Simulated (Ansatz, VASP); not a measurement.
**Two plane-wave programs on Mg**

```xyz
1
Lattice="-1.7958 1.7958 1.7958 1.7958 -1.7958 1.7958 1.7958 1.7958 -1.7958" Properties=species:S:1:pos:R:3 pbc="T T T"
Mg    0.0000    0.0000    0.0000
```

Alike in both runs: task single point; functional PBE; k mesh 8 × 8 × 8; occupations gaussian, width 0.05 eV; no spin polarisation.

|  | VASP | Ansatz |
| --- | --- | --- |
| version | VASP 6.6.1 | Ansatz 0.2.0 |
| potentials or method | VASP PAW PBE potentials, release 64 (Mg) | scalar-relativistic, plane waves, PAW |
| plane-wave cutoff (eV) | 520 | 420 |
| valence electrons in the cell | 2 | 10 |

Ansatz gave:

```
gap on the k mesh at the Fermi level (eV) : none
pressure (GPa)                            : -0.5
```

**Question.** Estimate VASP's values.

**Answer.** gap on the k mesh at the Fermi level (eV): none; pressure (GPa): -0.6.

A gap of «none» marks a metal or a gap that the smearing closes. The functional is the same, so the differences come from potentials, cutoffs and numerics. The two sets of potentials don't hold the same shells in valence.
